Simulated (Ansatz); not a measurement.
RuS2 (Laurite):

```
CELL_PARAMETERS angstrom
5.61060 0.00000 0.00000
0.00000 5.61060 0.00000
0.00000 0.00000 5.61060
ATOMIC_POSITIONS crystal
Ru 0.00000 0.50000 0.50000
Ru 0.50000 0.50000 0.00000
Ru 0.50000 0.00000 0.50000
Ru 0.00000 0.00000 0.00000
S 0.38831 0.11169 0.88831
S 0.11169 0.88831 0.38831
S 0.88831 0.38831 0.11169
S 0.61169 0.61169 0.61169
S 0.61169 0.88831 0.11169
S 0.88831 0.11169 0.61169
S 0.11169 0.61169 0.88831
S 0.38831 0.38831 0.38831
```

Program: Ansatz 0.2.0. Alike in all runs: task band structure; potentials or basis Ansatz PAW; no spin polarisation; cell as given.

Task: Order these runs on this cell by their band gap on the k mesh, lowest first.
A. level r2SCAN; k mesh 5 × 5 × 5; cutoff (eV) 500; smearing fermi-dirac 0.05 eV; points for each segment of the path 10
B. level HSE06; k mesh 4 × 4 × 4; cutoff (eV) 420; smearing fixed; level hse06; run kind scf
C. level LDA; k mesh 4 × 4 × 4; cutoff (eV) 420; smearing fixed; level lda; run kind scf
D. level PBE0; k mesh 4 × 4 × 4; cutoff (eV) 420; smearing fixed; level pbe0; run kind scf

Result: C (0.71 eV), A (0.94 eV), B (1.81 eV), D (2.51 eV).

A k mesh can miss the band edges.

Not every run made on this cell is shown here.
